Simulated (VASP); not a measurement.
# AlN (P6_3mc) in VASP: a series of runs, part 2 of 2

VASP 6.6.1.

## Step 3: Electrostatic potential, PBE

This run uses another cell than the first one, of 10.66 Å³/atom, 1.002 times its volume.

INCAR

```
PREC = Accurate
ENCUT = 520
EDIFF = 1E-6
ISMEAR = 0
SIGMA = 0.02
LREAL = F
LASPH = T
NELM = 60
ALGO = Fast
ISIF = 2
LWAVE = F
LCHARG = T
GGA = PE
LVHAR = T
KPAR = 8
```

KPOINTS

```
regular mesh
0
Gamma
  8 5 5
```

POSCAR

```
AlN                                     
1.0
    3.1179847954      0.0000000000      0.0000000000
    0.0000000000      5.0511353685      0.0000000000
    0.0000000000      0.0000000000      5.4136602957
  Al              N             
     4     4
Direct
     0.0000000000000000    0.0009521955482532    0.3334629955419193
     0.5000000000000000    0.0009521955482532    0.8334629955419194
     0.5000000000000000    0.5009521955482532    0.1665370044580807
     0.0000000000000000    0.5009521955482532    0.6665370044580806
     1.0000000000000000    0.6210478044517467    0.3334904335549495
     0.5000000000000000    0.6210478044517467    0.8334904335549496
     0.5000000000000000    0.1210478044517467    0.1665095664450505
     1.0000000000000000    0.1210478044517467    0.6665095664450504
```

Potentials or basis: VASP PAW PBE potentials, release 64 (Al, N).

Run with:

```bash
$ cat potpaw_PBE.64/Al/POTCAR potpaw_PBE.64/N/POTCAR > POTCAR
$ mpirun -np 8 vasp_std > vasp.out
```

Run time: 14 s. Hardware: 8 MPI ranks of Intel Xeon Platinum 8488C (Sapphire Rapids), shared host; peak memory 0.23 GiB.

The run converged. Its results:

| Quantity | Value |
| --- | --- |
| Free energy | -59.5566 eV |
| Pressure | -0.4 GPa |
| Band gap on the k mesh | 4.08 eV |

Forces on the atoms (eV/Å):
```
Al   0.000  0.000 -0.001
Al   0.000  0.000 -0.001
Al   0.000  0.000  0.001
Al   0.000  0.000  0.001
N    0.000  0.000  0.002
N    0.000  0.000  0.002
N    0.000  0.000 -0.002
N    0.000  0.000 -0.002
```

Stress tensor (GPa, compression positive):
```
 0.76  0.00  0.00
 0.00 -2.07  0.00
 0.00  0.00  0.14
```

Levels at points of the mesh, in eV from the valence-band top:
```csv
k point,band 14,band 15,band 16,band 17,band 18,band 19
"(0.00, 0.00, 0.00)",-0.13,-0.12,0.00,4.08,5.75,5.87
"(0.50, 0.00, 0.00)",-1.73,-1.37,-1.37,5.71,5.71,7.82
```

A hybrid or GW would open this gap; PBE tends to underestimate it.

## Step 4: Relaxation of cell and atoms, LDA

This run uses another cell than the first one, of 10.74 Å³/atom, 1.010 times its volume.

INCAR

```
SYSTEM = AlN
PREC = Accurate
ENCUT = 600
EDIFF = 1E-6
ISMEAR = 0
SIGMA = 0.02
LREAL = .False.
LASPH = .True.
NELM = 100
ALGO = Normal
ISIF = 3
LWAVE = .False.
LCHARG = .False.
GGA = CA
IBRION = 2
NSW = 60
EDIFFG = -0.005
LATTICE_CONSTRAINTS = .FALSE. .FALSE. .TRUE.
KPAR = 2
```

KPOINTS

```
Automatic mesh
0
Gamma
  8 5 5
  0 0 0
```

POSCAR

```
AlN
1.0
    3.1561577557      0.0000000000      0.0000000000
    0.0000000000      5.1129755643      0.0000000000
    0.0000000000      0.0000000000      5.3222217926
Al N
4 4
Direct
    0.0000000000      0.0000000000      0.3333333333
    0.5000000000      0.0000000000      0.8333333333
    0.5000000000      0.5000000000      0.1666666667
    0.0000000000      0.5000000000      0.6666666667
    0.0000000000      0.6220000000      0.3333333333
    0.5000000000      0.6220000000      0.8333333333
    0.5000000000      0.1220000000      0.1666666667
    0.0000000000      0.1220000000      0.6666666667
```

Potentials or basis: VASP PAW LDA potentials, release 64 (Al, N).

Run with:

```bash
$ cat potpaw_LDA.64/Al/POTCAR potpaw_LDA.64/N/POTCAR > POTCAR
$ mpirun -np 2 vasp_std > vasp.out
```

OUTCAR:

```text
SYSTEM = AlN
   PREC = Accurate
   ENCUT = 600
   EDIFF = 1E-6
   ISMEAR = 0
   LREAL = .False.
   LASPH = .True.
   NELM = 100
   ISIF = 3
   GGA = CA
   IBRION = 2
   NSW = 60
   EDIFFG = -0.005

 ion  position               nearest neighbor table
   1  0.000  0.000  0.333-   8 1.88   7 1.91   7 1.91   5 1.93   2 3.09   2 3.09   2 3.09   2 3.09
                             4 3.11   4 3.11   3 3.13   3 3.13   3 3.13   3 3.13
   2  0.500  0.000  0.833-   7 1.88   8 1.91   8 1.91   6 1.93   1 3.09   1 3.09   1 3.09   1 3.09
                             3 3.11   3 3.11   4 3.13   4 3.13   4 3.13   4 3.13
   3  0.500  0.500  0.167-   6 1.88   5 1.91   5 1.91   7 1.93   4 3.09   4 3.09   4 3.09   4 3.09
                             2 3.11   2 3.11   1 3.13   1 3.13   1 3.13   1 3.13
   4  0.000  0.500  0.667-   5 1.88   6 1.91   6 1.91   8 1.93   3 3.09   3 3.09   3 3.09   3 3.09
                             1 3.11   1 3.11   2 3.13   2 3.13   2 3.13   2 3.13
   5  0.000  0.622  0.333-   4 1.88   3 1.91   3 1.91   1 1.93
   6  0.500  0.622  0.833-   3 1.88   4 1.91   4 1.91   2 1.93
[... 571 lines left out ...]
 cond. band min:       9.7298143163   @ k =   0.0000   0.0000   0.0000
 fundamental gap:      4.0276090341
 Fermi energy:         5.8121968824

 k-point     1 :       0.0000    0.0000    0.0000
  band No.  band energies     occupation
      1      -9.1989      2.00000
      2      -7.1572      2.00000
      3      -7.0916      2.00000
      4      -6.4404      2.00000
      5      -0.3588      2.00000
      6       0.3461      2.00000
[... 565 lines left out ...]
     20      13.2021      0.00000
     21      14.0667      0.00000

 [... further k-points ...]

------------------------ aborting loop because EDIFF is reached ----------------------------------------

  FORCE on cell =-STRESS in cart. coord.  units (eV):
  Direction    XX          YY          ZZ          XY          YZ          ZX
  --------------------------------------------------------------------------------------
  -------------------------------------------------------------------------------------
  Total       -4.7118294     -6.7927019      0.0025537      0.0000000      0.0000000      0.0000000
  in kB      -88.7608257   -127.9600312      0.0481056      0.0000000      0.0000000      0.0000000
  external PRESSURE =     -72.2242504 kB  Pullay stress =       0.0000000 kB
[... 23 lines left out ...]
  FREE ENERGIE OF THE ION-ELECTRON SYSTEM (eV)
  ---------------------------------------------------
  free  energy   TOTEN  =       -65.5299063604 eV

  energy  without entropy=      -65.5299063604  energy(sigma->0) =      -65.52990636

 reached required accuracy - stopping structural energy minimisation
```

CONTCAR:

```text
AlN
   1.00000000000000
     3.1561577556999998    0.0000000000000000    0.0000000000000000
     0.0000000000000000    5.1129755643000001    0.0000000000000000
     0.0000000000000000    0.0000000000000000    5.2704340427734468
  Al              N
     4     4
Direct
     0.0000000000000000    0.9994375226220024    0.3323095955063842
     0.5000000000000000    0.9994375226220024    0.8323095955063842
     0.5000000000000000    0.4994375226220023    0.1676904044936158
     0.0000000000000000    0.4994375226220023    0.6676904044936158
     0.0000000000000000    0.6225624773779975    0.3298075553693750
     0.5000000000000000    0.6225624773779975    0.8298075553693751
     0.5000000000000000    0.1225624773779976    0.1701924446306250
     0.0000000000000000    0.1225624773779976    0.6701924446306249

  0.00000000E+00  0.00000000E+00  0.00000000E+00
  0.00000000E+00  0.00000000E+00  0.00000000E+00
  0.00000000E+00  0.00000000E+00  0.00000000E+00
  0.00000000E+00  0.00000000E+00  0.00000000E+00
  0.00000000E+00  0.00000000E+00  0.00000000E+00
  0.00000000E+00  0.00000000E+00  0.00000000E+00
  0.00000000E+00  0.00000000E+00  0.00000000E+00
  0.00000000E+00  0.00000000E+00  0.00000000E+00
```

Wall time 2.8 min (2 MPI ranks of Intel Xeon Platinum 8488C (Sapphire Rapids), shared host); peak memory 0.22 GiB.

What came out:

```yaml
Free_energy: -65.5299 eV
Relaxed_volume: 10.63 Å³/atom
Relaxed_cell: a = 3.156 Å, b = 5.113 Å, c = 5.270 Å, α = 90.00°, β = 90.00°, γ = 90.00°
Space_group_after_relaxing_to_0.05_Å: Cmc2_1 (No. 36)
Energy_gained_by_relaxing: 2.2 meV/atom
Ionic_steps: 9
Pressure_after_relaxing: -7.2 GPa
Band_gap_on_the_k_mesh: 4.03 eV
```

Forces on the atoms (eV/Å):
```
Al   0.000  0.000 -0.002
Al   0.000  0.000 -0.002
Al   0.000  0.000  0.002
Al   0.000  0.000  0.002
N    0.000  0.000 -0.002
N    0.000  0.000 -0.002
N    0.000  0.000  0.002
N    0.000  0.000  0.002
```

Stress tensor (GPa, compression positive):
```
 -8.88   0.00   0.00
  0.00 -12.80   0.00
  0.00   0.00   0.00
```

Step by step:
| step | energy change (eV) | largest force (eV/Å) | pressure (GPa) | volume (Å³) |
| --- | --- | --- | --- | --- |
| 1 | 0.0000 | 0.2521 | -8.90 | 85.89 |
| 2 | -0.0163 | 0.0308 | -7.72 | 85.29 |
| 3 | -0.0165 | 0.0594 | -7.53 | 85.19 |
| 4 | -0.0170 | 0.0390 | -7.01 | 84.97 |
| 5 | -0.0171 | 0.0254 | -7.18 | 85.03 |
| 6 | -0.0173 | 0.0171 | -7.22 | 85.05 |
| 7 | -0.0173 | 0.0210 | -7.24 | 85.06 |
| 8 | -0.0174 | 0.0120 | -7.23 | 85.05 |
| 9 | -0.0175 | 0.0023 | -7.22 | 85.05 |

Final structure:
```
Al N
1.0
     3.15616    0.00000    0.00000
     0.00000    5.11298    0.00000
     0.00000    0.00000    5.27043
Al N
4 4
Cartesian
  0.0000 5.1101 1.7514
  1.5781 5.1101 4.3866
  1.5781 2.5536 0.8838
  0.0000 2.5536 3.5190
  0.0000 3.1831 1.7382
  1.5781 3.1831 4.3734
  1.5781 0.6267 0.8970
  0.0000 0.6267 3.5322
```

Levels at points of the mesh, in eV from the valence-band top:
| k point | band 12 | band 13 | band 14 | band 15 | band 16 | band 17 | band 18 | band 19 | band 20 | band 21 |
| --- | --- | --- | --- | --- | --- | --- | --- | --- | --- | --- |
| (0.00, 0.00, 0.00) | -0.84 | -0.53 | -0.23 | -0.16 | 0.00 | 4.03 | 5.29 | 5.44 | 6.64 | 7.70 |
| (0.50, 0.00, 0.00) | -2.79 | -1.78 | -1.78 | -1.46 | -1.46 | 5.47 | 5.47 | 7.79 | 7.79 | 8.78 |

## Step 5: Summary

| task | level | potentials or basis | cell | cutoff (eV) | gap on the mesh (eV) | pressure (GPa) |
| --- | --- | --- | --- | --- | --- | --- |
| relaxation of cell and atoms | PBE | VASP PAW PBE potentials, release 64 (Al, N) | relaxed | 600 | 4.08 | -0.5 |
| electrostatic potential | PBE | VASP PAW PBE potentials, release 64 (Al, N) | Cmc2_1, 10.66 Å³/atom | 520 | 4.08 | -0.4 |
| relaxation of cell and atoms | LDA | VASP PAW LDA potentials, release 64 (Al, N) | relaxed | 600 | 4.03 | -7.2 |

Alike in all rows: no spin polarisation; k mesh 8 × 5 × 5; smearing gaussian 0.02 eV.

Total energies depend on the potentials used, so only differences within one code and one set of settings carry meaning.
